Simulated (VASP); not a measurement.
# GaP (F-43m) in VASP: band structure with HSE06

Aim: the band structure of GaP with HSE06.

Program: VASP 6.6.1. These are calculated values, not measurements. Logs are shortened: lines on timing, memory, paths and dates and some standing lists are left out, and cuts for length are marked.

**Experimental background.**

“Stacking defects in GaP nanowires: Electronic structure and optical properties”, 2018, arxiv:1810.01194 quotes, for a bulk crystal of GaP at 10 K: band gap 2.34 eV (indirect).

How close the calculation comes is told below.

## Step 1: Starting point

It takes space group F-43m (No. 216, cubic). The conventional cell has a = 5.451 Å, b = 5.451 Å, c = 5.451 Å, α = 90.00°, β = 90.00°, γ = 90.00°. Ga (site symmetry -43m) is surrounded by 4 P at 2.36 Å. P (site symmetry -43m) is surrounded by 4 Ga at 2.36 Å.

## Step 2: Band structure, HSE06

The input, POSCAR:

```
GaP
1.0
    0.0000000000      2.7252500000      2.7252500000
    2.7252500000      0.0000000000      2.7252500000
    2.7252500000      2.7252500000      0.0000000000
Ga P
1 1
Direct
    0.0000000000      0.0000000000      0.0000000000
    0.2500000000      0.2500000000      0.2500000000
```

The input, INCAR.step1:

```
SYSTEM = GaP
ALGO = Normal
EDIFF = 1E-5
ENCUT = 520
GGA = PE
ISIF = 2
ISMEAR = 0
KPAR = 4
LASPH = .True.
LCHARG = .False.
LREAL = .False.
LWAVE = .True.
NELM = 80
PREC = Accurate
SIGMA = 0.02
```

The input, INCAR.step2:

```
SYSTEM = GaP
ALGO = Normal
EDIFF = 1E-7
ENCUT = 520
GGA = PE
HFSCREEN = 0.2
ISIF = 2
ISMEAR = 0
ISTART = 1
KPAR = 4
LASPH = .True.
LCHARG = .False.
LHFCALC = .True.
LREAL = .False.
LWAVE = .False.
NELM = 80
PREC = Accurate
PRECFOCK = Fast
SIGMA = 0.02
```

The input, KPOINTS:

```
k-points
0
Gamma
  6 6 6
  0 0 0
```

The input, KPOINTS_OPT:

```
path GXWKGLUWLK,UX
8
line-mode
reciprocal
 0.0000000000  0.0000000000  0.0000000000  G
 0.5000000000  0.0000000000  0.5000000000  X

 0.5000000000  0.0000000000  0.5000000000  X
 0.5000000000  0.2500000000  0.7500000000  W

 0.5000000000  0.2500000000  0.7500000000  W
 0.3750000000  0.3750000000  0.7500000000  K

 0.3750000000  0.3750000000  0.7500000000  K
 0.0000000000  0.0000000000  0.0000000000  G

 0.0000000000  0.0000000000  0.0000000000  G
 0.5000000000  0.5000000000  0.5000000000  L

 0.5000000000  0.5000000000  0.5000000000  L
 0.6250000000  0.2500000000  0.6250000000  U

 0.6250000000  0.2500000000  0.6250000000  U
 0.5000000000  0.2500000000  0.7500000000  W

 0.5000000000  0.2500000000  0.7500000000  W
 0.5000000000  0.5000000000  0.5000000000  L

 0.5000000000  0.5000000000  0.5000000000  L
 0.3750000000  0.3750000000  0.7500000000  K

 0.6250000000  0.2500000000  0.6250000000  U
 0.5000000000  0.0000000000  0.5000000000  X
```

Potentials or basis: VASP PAW PBE potentials, release 64 (Ga_d, P).

On the command line:

```console
$ cat potpaw_PBE.64/Ga_d/POTCAR potpaw_PBE.64/P/POTCAR > POTCAR
$ cp INCAR.step1 INCAR
$ mpirun -np 4 vasp_std > vasp.out
$ cp INCAR.step2 INCAR
$ mpirun -np 4 vasp_std > vasp.out
```

OUTCAR:

```text
SYSTEM = GaP
   EDIFF = 1E-7
   ENCUT = 520
   GGA = PE
   HFSCREEN = 0.2
   ISIF = 2
   ISMEAR = 0
   ISTART = 1
   LASPH = .True.
   LHFCALC = .True.
   LREAL = .False.
   NELM = 80
   PREC = Accurate
   PRECFOCK = Fast

 ion  position               nearest neighbor table
   1  0.000  0.000  0.000-   2 2.36   2 2.36   2 2.36   2 2.36
   2  0.250  0.250  0.250-   1 2.36   1 2.36   1 2.36   1 2.36

  LATTYP: Found a face centered cubic cell.
 ALAT       =     5.4505000000

  Lattice vectors:

 A1 = (   0.0000000000,   2.7252500000,   2.7252500000)
 A2 = (   2.7252500000,   0.0000000000,   2.7252500000)
 A3 = (   2.7252500000,   2.7252500000,   0.0000000000)

Analysis of symmetry for initial positions (statically):
=====================================================================
 Subroutine PRICEL returns:
 Original cell was already a primitive cell.

 Routine SETGRP: Setting up the symmetry group for a
 face centered cubic supercell.

 Subroutine GETGRP returns: Found 24 space group operations
 (whereof 24 operations were pure point group operations)
 out of a pool of 48 trial point group operations.

The static configuration has the point symmetry T_d .

Analysis of symmetry for dynamics (positions and initial velocities):
=====================================================================
 Subroutine PRICEL returns:
 Original cell was already a primitive cell.

 Routine SETGRP: Setting up the symmetry group for a
 face centered cubic supercell.

 Subroutine GETGRP returns: Found 24 space group operations
 (whereof 24 operations were pure point group operations)
 out of a pool of 48 trial point group operations.

The dynamic configuration has the point symmetry T_d .

 Subroutine INISYM returns: Found 24 space group operations
 (whereof 24 operations are pure point group operations),
 and found     1 'primitive' translations

----------------------------------------------------------------------------------------

                                     Primitive cell

  volume of cell :      40.4808

  direct lattice vectors                    reciprocal lattice vectors
     0.000000000  2.725250000  2.725250000    -0.183469406  0.183469406  0.183469406
[... 93 lines left out ...]
   EFERMI_NEDOS =   21; number of points for ismear=-14 and -15
   IALGO  =     38    algorithm
   IMIX   =      1    mixing-type and parameters
     AMIX     =   0.40;   BMIX     =  1.00
     AMIX_MAG =   1.60;   BMIX_MAG =  1.00
  volume/ion in A,a.u.               =      20.24       136.59
  Fermi-wavevector in a.u.,A,eV,Ry     =   1.249538  2.361284 21.243377  1.561344
  Thomas-Fermi vector in A             =   2.383574
   LORBIT       =      0    0 simple, 1 ext, 2 COOP (PROOUT), +10 PAW based schemes
   GGA     = PE    functional components
   LHFCALC =     T    Hartree Fock is set to
   PRECFOCK=fast      Normal, Fast or Accurate (Low or Medium for compatibility)
   ENCUT4O =  -1.0   cutoff for four orbital integrals eV
   NKREDX  =     1    reduce k-point grid by
   NKREDY  =     1    reduce k-point grid by
   NKREDZ  =     1    reduce k-point grid by
   AEXX    =    0.2500 exact exchange contribution
   HFSCREEN=    0.2000 screening length (either q_TF or 0.3 A-1)
   HFSCREENC=   0.2000 screening length for correlation (either q_TF or 0.3 A-1)
   ENCUTFOCK=  -1.0 apply spherical cutoff to Coloumb kernel
   IVDW    =     0    specifies the selected vdW correction
   LEPSILON=     F    determine dielectric tensor
   LRPA    =     F    only Hartree local field effects (RPA)
 non-spin polarized calculation
 Gauss-broadening in eV      SIGMA  =   0.02
  energy-cutoff  :      520.00
  volume of cell :       40.48
 maximum number of plane-waves:      1113
 NGX is ok and might be reduce to    30
  NGX = 16; NGY = 16; NGZ = 16

 number of electron      17.9999988 magnetization

 Free energy of the ion-electron system (eV)
  ---------------------------------------------------
  ext. energy  EPLUGINS =         0.00000000
  ---------------------------------------------------
  free energy    TOTEN  =       -10.81036819 eV

  energy without entropy =      -10.81036819  energy(sigma->0) =      -10.81036819

 E-fermi :   4.3652     XC(G=0):  -8.1436

 val. band max:        4.2061040104   @ k =   0.0000   0.0000   0.0000
 cond. band min:       6.5158759595   @ k =   0.5000   0.5000   0.0000
 fundamental gap:      2.3097719491
 Fermi energy:         4.3651692675

 k-point     1 :       0.0000    0.0000    0.0000
  band No.  band energies     occupation
      1     -12.8558      2.00000
      2     -12.8558      2.00000
      3     -12.8558      2.00000
      4     -12.7547      2.00000
      5     -12.7547      2.00000
      6      -9.5822      2.00000
      7       4.2061      2.00000
      8       4.2061      2.00000
      9       4.2061      2.00000
     10       7.0196      0.00000
     11       8.9969      0.00000
     12       8.9969      0.00000
     13       8.9969      0.00000
[... 226 lines left out ...]
  band No.  band energies     occupation
      1     -12.9350      2.00000
      2     -12.8139      2.00000
      3     -12.7991      2.00000
      4     -12.7742      2.00000
      5     -12.7433      2.00000
      6      -6.3077      2.00000
      7      -2.9494      2.00000
      8       0.5298      2.00000
      9       0.6779      2.00000
     10       8.4555      0.00000
     11       8.7715      0.00000
     12      12.9160      0.00000
     13      12.9269      0.00000

------------------------ aborting loop because EDIFF is reached ----------------------------------------

  FORCE on cell =-STRESS in cart. coord.  units (eV):
  Direction    XX          YY          ZZ          XY          YZ          ZX
  --------------------------------------------------------------------------------------
  -------------------------------------------------------------------------------------
  Total        0.1369634      0.1369634      0.1369634      0.0000000      0.0000000      0.0000000
  in kB        5.4208334      5.4208334      5.4208334      0.0000000      0.0000000      0.0000000
  external PRESSURE =       5.4208334 kB  Pullay stress =       0.0000000 kB

 VOLUME and BASIS-vectors are now :
 -----------------------------------------------------------------------------
  energy-cutoff  :      520.00
  volume of cell :       40.48
      direct lattice vectors                 reciprocal lattice vectors
     0.000000000  2.725250000  2.725250000    -0.183469406  0.183469406  0.183469406
     2.725250000  0.000000000  2.725250000     0.183469406 -0.183469406  0.183469406
     2.725250000  2.725250000  0.000000000     0.183469406  0.183469406 -0.183469406

 POSITION                                       TOTAL-FORCE (eV/Angst)
 -----------------------------------------------------------------------------------
      0.00000      0.00000      0.00000         0.000000      0.000000      0.000000
      1.36262      1.36262      1.36262        -0.000000     -0.000000     -0.000000
 -----------------------------------------------------------------------------------
    total drift:                                0.000010      0.000003      0.000004

  FREE ENERGIE OF THE ION-ELECTRON SYSTEM (eV)
  ---------------------------------------------------
  free  energy   TOTEN  =       -10.8103681921 eV

  energy  without entropy=      -10.8103681921  energy(sigma->0) =      -10.81036819
```

OSZICAR.step1:

```text
N       E                     dE             d eps       ncg     rms          rms(c)
DAV:   1     0.817883940844E+02    0.81788E+02   -0.92681E+03   416   0.200E+03
DAV:   2    -0.358826346564E+01   -0.85377E+02   -0.82502E+02   471   0.325E+02
DAV:   3    -0.926251324664E+01   -0.56742E+01   -0.56540E+01   516   0.733E+01
DAV:   4    -0.937398751216E+01   -0.11147E+00   -0.11143E+00   548   0.109E+01
DAV:   5    -0.937566718279E+01   -0.16797E-02   -0.16796E-02   532   0.110E+00    0.425E+00
DAV:   6    -0.912886991087E+01    0.24680E+00   -0.47605E-01   641   0.130E+01    0.281E+00
DAV:   7    -0.910149688259E+01    0.27373E-01   -0.11699E-01   527   0.253E+00    0.113E+00
DAV:   8    -0.910183890026E+01   -0.34202E-03   -0.14934E-02   486   0.181E+00    0.177E-01
DAV:   9    -0.910222883727E+01   -0.38994E-03   -0.15721E-03   524   0.680E-01    0.863E-02
DAV:  10    -0.910229337927E+01   -0.64542E-04   -0.12811E-04   613   0.127E-01    0.400E-02
DAV:  11    -0.910236800902E+01   -0.74630E-04   -0.10786E-04   441   0.101E-01    0.641E-03
DAV:  12    -0.910236741479E+01    0.59422E-06   -0.33417E-06   343   0.310E-02
   1 F= -.91023674E+01 E0= -.91023674E+01  d E =-.113181E-17
```

Run time: 15 min. Hardware: 4 MPI ranks of Intel Xeon Platinum 8375C at 2.90GHz (Ice Lake), shared host; peak memory 0.31 GiB.

What came out:

| Property | Result |
| --- | --- |
| Free energy | -10.8104 eV |
| Pressure | 0.5 GPa |
| Band gap on the k mesh | 2.31 eV, indirect (least direct gap 2.81 eV) |
| Band gap along the path | 2.28 eV, indirect (least direct gap 2.81 eV) |

Levels at the corners of the path, in eV from the valence-band top:
| point | band 5 | band 6 | band 7 | band 8 | band 9 | band 10 | band 11 | band 12 | band 13 |
| --- | --- | --- | --- | --- | --- | --- | --- | --- | --- |
| Γ | -16.96 | -13.79 | 0.00 | 0.00 | 0.00 | 2.81 | 4.79 | 4.79 | 4.79 |
| X | -16.94 | -10.58 | -7.34 | -2.93 | -2.93 | 2.31 | 2.58 | 12.09 | 12.11 |
| X | -16.94 | -10.58 | -7.34 | -2.93 | -2.93 | 2.31 | 2.58 | 12.09 | 12.51 |
| W | -16.95 | -10.49 | -7.08 | -3.90 | -3.70 | 5.53 | 6.00 | 7.07 | 7.17 |
| W | -16.95 | -10.49 | -7.08 | -3.90 | -3.70 | 5.53 | 6.00 | 7.07 | 7.17 |
| K | -16.95 | -10.62 | -7.09 | -4.28 | -2.45 | 2.93 | 5.76 | 9.46 | 9.49 |
| K | -16.95 | -10.62 | -7.09 | -4.28 | -2.45 | 2.93 | 5.76 | 9.46 | 9.49 |
| Γ | -16.96 | -13.79 | 0.00 | 0.00 | 0.00 | 2.81 | 4.79 | 4.79 | 4.79 |
| Γ | -16.96 | -13.79 | 0.00 | 0.00 | 0.00 | 2.81 | 4.79 | 4.79 | 4.79 |
| L | -16.96 | -11.56 | -7.24 | -1.21 | -1.21 | 2.53 | 5.64 | 5.64 | 9.28 |
| L | -16.96 | -11.56 | -7.24 | -1.21 | -1.21 | 2.53 | 5.64 | 5.64 | 9.28 |
| U | -16.95 | -10.62 | -7.09 | -4.28 | -2.45 | 2.93 | 5.76 | 9.46 | 9.49 |
| U | -16.95 | -10.62 | -7.09 | -4.28 | -2.45 | 2.93 | 5.76 | 9.46 | 9.49 |
| W | -16.95 | -10.49 | -7.08 | -3.90 | -3.70 | 5.53 | 6.00 | 7.07 | 7.17 |
| W | -16.95 | -10.49 | -7.08 | -3.90 | -3.70 | 5.53 | 6.00 | 7.07 | 7.17 |
| L | -16.96 | -11.56 | -7.24 | -1.21 | -1.21 | 2.53 | 5.64 | 5.64 | 9.28 |
| L | -16.96 | -11.56 | -7.24 | -1.21 | -1.21 | 2.53 | 5.64 | 5.64 | 9.28 |
| K | -16.95 | -10.62 | -7.09 | -4.28 | -2.45 | 2.93 | 5.76 | 9.46 | 9.49 |
| U | -16.95 | -10.62 | -7.09 | -4.28 | -2.45 | 2.93 | 5.76 | 9.46 | 9.49 |
| X | -16.94 | -10.58 | -7.34 | -2.93 | -2.93 | 2.31 | 2.58 | 12.09 | 12.09 |

Caveat: the PAW data sets were made with another functional, which shifts forces and pressure a little.

## Step 3: Comparison with measurements

Step 2. Measured gap of GaP: 2.34 eV (indirect; 10 K; quoted in “Stacking defects in GaP nanowires: Electronic structure and optical properties”, 2018, arxiv:1810.01194). This calculation gives 2.28 eV (-0.06 eV). Spin-orbit coupling on Ga is left out. The value is that of HSE06, without temperature or zero-point motion.
